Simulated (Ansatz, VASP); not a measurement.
TiC in VASP and in Ansatz

```
CELL_PARAMETERS angstrom
0.00000 2.16400 2.16400
2.16400 0.00000 2.16400
2.16400 2.16400 0.00000
ATOMIC_POSITIONS crystal
Ti 0.00000 0.00000 0.00000
C 0.50000 0.50000 0.50000
```

Alike in both runs: task relaxation of cell and atoms; functional PBE; dispersion D3(BJ); k mesh 16 × 16 × 16; occupations gaussian, width 0.1 eV; no spin polarisation.

|  | VASP | Ansatz |
| --- | --- | --- |
| version | VASP 6.6.1 | Ansatz 0.2.0 |
| potentials or method | VASP PAW PBE potentials, release 64 (Ti_sv, C) | scalar-relativistic, plane waves, PAW |
| plane-wave cutoff (eV) | 600 | 420 |
| valence electrons in the cell | 16 | 16 |

```tsv
	VASP	Ansatz	Ansatz less VASP
gap on the k mesh at the Fermi level, each at its own relaxed structure (eV)	none	none	-
relaxed volume (Å³/atom)	9.88	9.88	-0.004
relaxed cell length with the largest relative difference (Å)	3.035	3.034	-0.0004
energy change over the relaxation (meV/atom)	-5	-5	-0.2
```

A gap of «none» marks a metal or a gap that the smearing closes.

Caveats: pairwise dispersion overbinds metals, which lowers pressure and volume.
